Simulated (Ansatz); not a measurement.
InAs, 2 atoms in the cell. It takes space group Fm-3m (No. 225, cubic). Conventional cell: a = 5.755 Å, b = 5.755 Å, c = 5.755 Å, α = 90.00°, β = 90.00°, γ = 90.00°. Around In (site symmetry m-3m) lie 6 As at 2.88 Å. As (site symmetry m-3m) has 6 In at 2.88 Å as nearest neighbours. Measurements of this composition are mostly on another form, of space group No. 216.

| Property | Result |
| --- | --- |
| Program | Ansatz 0.2.0 |
| Task | elastic constants |
| Functional | LDA |
| Potentials or basis | Ansatz PAW |
| Cutoff | 420 eV (not typed: the program's choice for these potentials) |
| k mesh | 6 × 6 × 6 |
| Occupations | fermi-dirac, width 0.05 eV |
| Spin | no spin polarisation |
| Atoms under strain | relaxed |

Potentials or basis: Ansatz PAW.

Launch:

```bash
$ ansatz run input.yaml --threads 2 --pin off --max-ram 5632MiB --backend cpu --events-out ev --progress --plain --runs-dir out
```

Hardware: 2 threads of Arm Neoverse V2, with other jobs on the host.

Estimate the wall time of this run.

It took 4.5 s on 2 threads of Arm Neoverse V2 (shared host), peak memory 0.35 GiB. Counts: scf iterations 39, plane waves 941, k points 16, bands 18.
